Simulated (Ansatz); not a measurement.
# Ag in Ansatz: reference runs

Aim: a first look at Ag with PBE, on the cell as given.

Program: Ansatz 0.2.0. These are calculated values, not measurements. Logs are shortened: lines on timing, memory, paths and dates and some standing lists are left out, and cuts for length are marked.

## Step 1: The cell of the first run

The cell holds a slab with vacuum, 7 atoms: a = 2.946 Å, b = 2.946 Å, c = 29.409 Å, α = 90.00°, β = 90.00°, γ = 120.00°.

## Step 2: Single point, PBE (the (0 0 1) slab of Ag, cut from the database cell, not relaxed)

Contents of input.yaml:

```yaml
crystal:
  lattice:
    - [2.9460943265, 0.0, 0.0]
    - [-1.4730471633, 2.5513925288, 0.0]
    - [0.0, 0.0, 29.4093]
  atoms:
    - { symbol: Ag, position: [0.0, 0.0, 0.2550213708] }
    - { symbol: Ag, position: [0.6666666667, 0.3333333333, 0.336637716] }
    - { symbol: Ag, position: [0.3333333334, 0.6666666667, 0.4182540611] }
    - { symbol: Ag, position: [0.6666666667, 0.3333333333, 0.5] }
    - { symbol: Ag, position: [0.3333333334, 0.6666666667, 0.5816163452] }
    - { symbol: Ag, position: [0.0, 0.0, 0.6632326903] }
    - { symbol: Ag, position: [0.3333333334, 0.6666666667, 0.7449786292] }
hamiltonian:
  xc: pbe
  pseudopotentials: { kind: paw }
kpoints:
  mp_grid: { grid: [10, 10, 1] }
scf:
  occupations: { method: fermi_dirac, width: 0.05 }
output:
  forces: true
  eigenvalues: true
efield:
  axis: 3
  dipole_correction: true
  ramp_width: 0.04
```

Potentials or basis: Ansatz PAW.

The run is started by

```
$ ansatz run input.yaml --threads 4 --pin off --max-ram 11264MiB --backend cpu --events-out ev --progress --plain --runs-dir out
```

Log:

```text
Warning: RAYON_NUM_THREADS=4 ignored (pool sized by the plan → 4); use --threads N
Engine: ansatz 0.2.0, aarch64-unknown-linux-gnu
Pseudopotentials: kind: paw
Pseudopotential: Ag, paw, valence charge 19, recommended cutoff 420 eV (normal), Ag.paw.azcp
Functional definition: PBE
  parameter kappa = 0.804
  parameter beta = 0.06672455060314922
  exchange = pbe_x(kappa = kappa, mu = beta*pi^2/3)
  correlation = pbe_c(beta = beta)
Crystal: 7 atoms, lattice volume = 221.059 Å³
Basis set: ecut = 420 eV, 4251 PW (Γ), exchange–correlation on 40×40×400 points (8 copies of the dense FFT grid, shifted against one another)
Bands: 80, of which v1, the nominal top of the filled ones, is band 67 counted from 1 (66 counted from 0)
Symmetry: 6 space group operations
Space group: P3m1 (ITA 156), of the structure as read, at distance tolerance 6.0e-5 Å
k-points: 14 of 100 (time reversal used)
Non-local potential: Ag, projectors of the file, l = 0: 3, l = 1: 2, l = 2: 2, l = 3: 1
PAW form: soft (Blöchl's): semilocal exchange-correlation on the pseudo side does not see the compensation charge
PAW one-centre angular grid: Ag, 590 points (default); XC on 64 Gauss nodes
Initial density: superposition of atomic densities (neutral atoms: chi_scale 0, normalization atom), corrected by the library's trained network
Initial wavefunctions: pseudopotential atomic-orbital guess
Functional: x = pbe(κ = 0.804, μ = 0.2195149727645171), c = pbe(β = 0.06672455060314922)
SCF iter   1: F=—  HF=-53133.136315 eV  |F-HF|=—  |Δ(HF+E_count)|=         —  Δρ=1.68e-3  dr2=9.08e-2  ethr=1.77e-3  p=0.001 e·Å  D=4.80e-4 V/Å  ΔV_dip=-0.01 eV  dr2_dipole=4.22e-3  V_vac-E_F(+/−)=4.30/4.32 eV  ⟨swp⟩=6.4  Hψ=4209  notcnv=0  defer=29
efield: sawtooth ramp at fractional position 0.9800 (placed from the atoms, in the widest stretch of the axis that holds none; the zero of the levels goes with the place), width 0.0400; the density the first Hamiltonian is built on has a dipole p = 0.001 e·Å; the dipole correction subtracts the counter field D = 4.80e-4 V/Å, which shifts the + side's vacuum level by -0.01 eV against the − side's; the planar-averaged density in the ramp window peaks in size at 2.3e-5 e/Å³
preconditioner: auto → LDOS  [insulator: Δε(μ)=0.125 eV  Ē_g=9.521 eV  σ=0.050 eV  W_gap=0.52  n_scr=52 (ndim 8)  ℏωp=21.9 eV  f_vac=0.407  D(μ)=1.40/eV (n_scr^D=10)  ε∞_Penn≈6.3  β→1.0]
SCF iter   2: F=—  HF=-53133.137175 eV  |F-HF|=—  |Δ(HF+E_count)|=   8.59e-4  Δρ=1.45e-3  dr2=6.26e-2  ethr=6.82e-5  p=-0.000 e·Å  D=-1.24e-4 V/Å  ΔV_dip=0.00 eV  dr2_dipole=5.29e-3  V_vac-E_F(+/−)=4.30/4.29 eV  ⟨swp⟩=2.6  Hψ=1969  notcnv=0  defer=67
SCF iter   3: F=—  HF=-53133.134262 eV  |F-HF|=—  |Δ(HF+E_count)|=   2.91e-3  Δρ=3.90e-4  dr2=1.37e-3  ethr=4.71e-5  p=0.000 e·Å  D=2.53e-5 V/Å  ΔV_dip=-0.00 eV  dr2_dipole=1.15e-4  V_vac-E_F(+/−)=4.33/4.33 eV  ⟨swp⟩=1.9  Hψ=1099  notcnv=0  defer=67
SCF iter   4: F=—  HF=-53133.134276 eV  |F-HF|=—  |Δ(HF+E_count)|=   1.43e-5  Δρ=8.73e-5  dr2=6.95e-5  ethr=1.03e-6  p=0.000 e·Å  D=2.51e-5 V/Å  ΔV_dip=-0.00 eV  dr2_dipole=3.63e-8  V_vac-E_F(+/−)=4.33/4.33 eV  ⟨swp⟩=2.0  Hψ=1427  notcnv=0  defer=67
SCF iter   5: F=—  HF=-53133.134269 eV  |F-HF|=—  |Δ(HF+E_count)|=   6.73e-6  Δρ=4.10e-5  dr2=6.96e-6  ethr=5.22e-8  p=0.000 e·Å  D=5.47e-6 V/Å  ΔV_dip=-0.00 eV  dr2_dipole=4.40e-7  V_vac-E_F(+/−)=4.33/4.33 eV  ⟨swp⟩=2.1  Hψ=1682  notcnv=0  defer=66
SCF iter   6: F=—  HF=-53133.134270 eV  |F-HF|=—  |Δ(HF+E_count)|=   8.22e-7  Δρ=1.33e-5  dr2=4.48e-7  ethr=5.23e-9  p=-0.000 e·Å  D=-1.13e-6 V/Å  ΔV_dip=0.00 eV  dr2_dipole=4.85e-9  V_vac-E_F(+/−)=4.33/4.33 eV  ⟨swp⟩=2.0  Hψ=1580  notcnv=0  defer=66
SCF iter   7: F=—  HF=-53133.134270 eV  |F-HF|=—  |Δ(HF+E_count)|=   1.18e-7  Δρ=9.36e-6  dr2=2.91e-7  ethr=7.52e-11  p=-0.000 e·Å  D=-8.14e-6 V/Å  ΔV_dip=0.00 eV  dr2_dipole=6.83e-9  V_vac-E_F(+/−)=4.33/4.33 eV  ⟨swp⟩=13.4  Hψ=5710  notcnv=0
SCF iter   8: F=-53133.134270 eV  HF=-53133.134270 eV  |F-HF|=3.84e-8  |Δ(HF+E_count)|=   2.50e-8  Δρ=2.73e-6  dr2=5.58e-8  ethr=7.52e-11  p=-0.000 e·Å  D=-9.28e-6 V/Å  ΔV_dip=0.00 eV  dr2_dipole=3.73e-10  V_vac-E_F(+/−)=4.33/4.33 eV  ⟨swp⟩=4.4  Hψ=4271  notcnv=0
SCF 1 converged in 8 iterations: F = -53133.134270 eV  dr2 = 5.58e-8
SCF converged after 8 iterations
Free energy (F): -53133.134270 eV
Harris-Foulkes:  -53133.134270 eV  (|F-HF|=3.84e-8)
Internal energy: -53133.119778 eV  (E = F + TS)
E sigma→0 (E₀):  -53133.127024 eV
Entropy (-TS):   -0.014492 eV (-2.070 meV/atom)
Fermi energy:    7.399771 eV
Dipole field:    D = -0.000034 V/Å  (p = -0.000042 e·Å, saw-weighted, corrected)
Work function:   Φ+ = 4.3261 eV   Φ− = 4.3251 eV
Levels:          The Fermi level and band energies are counted from a zero that moves with the ramp; work functions are not
--- Per-component energies (eV) ---
  E_band       = -2938.600444
  E_kinetic    = 3688.053590
  E_local      = -211595.027858  (includes V_loc(G=0)·N_el)
  E_nonlocal   = 561.817210
  E_hartree    = 104465.177326
  E_xc         = -1290.953977
  E_vxc        = -1639.851149  (∫ρ·V_xc dr)
  E_paw        = -27315.904422  (= ΣΔE_a)
  E_vpaw       = -2883.823299  (= ΣTr[D̂ρ^β])
  E_aug_tail   = 0.002262  (compensation charges beyond the density's cutoff)
  E_efield     = 0.000000  (sawtooth field / dipole correction)
  E_vefield    = -0.000005  (∫n·V_field dr)
  E_ewald      = 78353.716091
  E_smearing   = -0.014492  (= −TS)
  E_closure    = -0.000000  (closes the sum)
  Σ components = -53133.134270   (vs F -53133.134270, Δ=0.00e0)
--- Forces (eV/Å), atoms counted from 1 ---
  atom   1  Ag    -0.00000000     0.00000000     0.11082642
  atom   2  Ag     0.00000000     0.00000000     0.02511441
  atom   3  Ag     0.00000000    -0.00000000    -0.05186859
  atom   4  Ag    -0.00000000     0.00000000     0.00337775
  atom   5  Ag     0.00000000     0.00000000     0.04989558
  atom   6  Ag     0.00000000    -0.00000000    -0.03185105
  atom   7  Ag    -0.00000000    -0.00000000    -0.10549254
  max |Σ_I F_I| component: 1.98e-6 eV/Å
--- Band table (eV; the first three rows and the last of 14) ---
  k-point 0: bands = ["-84.4743", "-84.4335", "-84.4269", "-84.3881", "-84.3752", "-84.3171", "-84.3125", "-47.9769", "-47.9427", "-47.9312", "-47.9045", "-47.9045", "-47.8642", "-47.8591", "-47.8591", "-47.8528", "-47.8528", "-47.8451", "-47.8048", "-47.8048", "-47.7923", "-47.7923", "-47.7742", "-47.7694", "-47.7573", "-47.7573", "-47.7531", "-47.7531", "0.1421", "0.5168", "1.0122", "1.3689", "1.4219", "1.5083", "1.5346", "2.7597", "2.7651", "2.7871", "2.7871", "2.8229", "2.8395", "2.8395", "2.8821", "2.8821", "2.9057", "2.9057", "2.9869", "2.9869", "3.0371", "3.0371", "3.0776", "3.0776", "3.2342", "3.5770", "3.5770", "3.6942", "3.6942", "3.8325", "3.8325", "4.0264", "4.0264", "4.1534", "4.1534", "4.1829", "4.3105", "4.3105", "4.3687", "4.3687", "5.4957", "7.0022", "7.5297", "11.1246", "11.5845", "11.8549", "13.0755", "13.4481", "15.1427", "15.5548", "17.6506", "18.0558"]
  k-point 1: bands = ["-84.4735", "-84.4327", "-84.4260", "-84.3873", "-84.3744", "-84.3163", "-84.3117", "-47.9740", "-47.9409", "-47.9302", "-47.9143", "-47.9070", "-47.8713", "-47.8669", "-47.8616", "-47.8576", "-47.8553", "-47.8447", "-47.8138", "-47.8071", "-47.8013", "-47.7946", "-47.7736", "-47.7688", "-47.7664", "-47.7623", "-47.7597", "-47.7555", "0.4011", "0.7669", "1.2509", "1.5216", "1.6038", "1.7113", "1.7205", "2.6301", "2.6717", "2.6872", "2.7708", "2.7889", "2.8189", "2.8980", "2.9007", "2.9177", "2.9451", "2.9941", "2.9978", "3.0216", "3.0664", "3.0887", "3.1271", "3.1493", "3.1998", "3.4313", "3.5190", "3.5719", "3.6651", "3.6822", "3.8098", "3.8149", "3.9466", "4.0222", "4.0408", "4.1584", "4.2790", "4.3203", "4.3874", "4.9097", "6.0222", "7.4271", "8.0858", "11.2922", "11.8035", "12.0497", "13.3043", "13.6380", "15.3696", "15.7531", "17.8771", "18.2575"]
  k-point 2: bands = ["-84.4713", "-84.4305", "-84.4238", "-84.3852", "-84.3723", "-84.3142", "-84.3096", "-47.9664", "-47.9448", "-47.9314", "-47.9267", "-47.9135", "-47.8963", "-47.8907", "-47.8681", "-47.8618", "-47.8591", "-47.8468", "-47.8363", "-47.8244", "-47.8132", "-47.8007", "-47.7906", "-47.7865", "-47.7718", "-47.7670", "-47.7659", "-47.7617", "1.0695", "1.3598", "1.7072", "1.8256", "1.9109", "2.0427", "2.1132", "2.3950", "2.4974", "2.5222", "2.5856", "2.6171", "2.6881", "2.8234", "2.9207", "2.9508", "3.0944", "3.1227", "3.1373", "3.1790", "3.2430", "3.2530", "3.2987", "3.3024", "3.3807", "3.3985", "3.4594", "3.5361", "3.5705", "3.5877", "3.6953", "3.7662", "3.8265", "4.0133", "4.1303", "4.1686", "4.3402", "4.4260", "4.7496", "5.7155", "6.9651", "8.4063", "9.3946", "11.7978", "12.4644", "12.6827", "13.9917", "14.2241", "16.0423", "16.3432", "18.2018", "18.4887"]
  k-point 13: bands = ["-84.4646", "-84.4238", "-84.4171", "-84.3790", "-84.3661", "-84.3077", "-84.3031", "-47.9862", "-47.9668", "-47.9466", "-47.9404", "-47.9349", "-47.9218", "-47.9185", "-47.9154", "-47.9146", "-47.8737", "-47.8647", "-47.8642", "-47.8586", "-47.8523", "-47.8473", "-47.8317", "-47.8277", "-47.8148", "-47.8107", "-47.7675", "-47.7625", "1.8699", "1.9353", "1.9858", "2.0715", "2.1538", "2.1852", "2.3155", "2.3326", "2.3885", "2.4150", "2.4823", "2.5278", "2.6850", "2.8190", "2.8707", "2.8872", "2.9795", "3.0310", "3.1122", "3.1490", "3.2959", "3.3047", "3.4601", "3.4945", "3.5700", "3.7374", "3.9126", "3.9558", "4.0895", "4.1760", "4.2421", "4.3256", "4.3972", "4.4259", "4.4437", "8.9396", "9.2669", "9.7734", "10.5273", "11.1844", "11.3499", "11.4116", "11.6895", "11.8617", "12.5022", "12.5948", "12.8438", "13.2367", "13.4688", "14.1508", "14.1716", "14.3825"]
```

Run time: 7.5 s. Hardware: 4 threads of Arm Neoverse V1, shared host; peak memory 0.67 GiB.

What came out:

```yaml
Free_energy: -53133.1343 eV
Largest_force: 0.111 eV/Å
Band_gap_on_the_k_mesh: none (metal or under the smearing width)
Work_function_of_the_upper_face: 4.33 eV
Work_function_of_the_lower_face: 4.33 eV
Dipole_across_the_slab: 0.000 e·Å
```

Forces in eV/Å, atoms in the order of the input:
```
Ag   0.000  0.000  0.111
Ag   0.000  0.000  0.025
Ag   0.000  0.000 -0.052
Ag   0.000  0.000  0.003
Ag   0.000  0.000  0.050
Ag   0.000  0.000 -0.032
Ag   0.000  0.000 -0.105
```
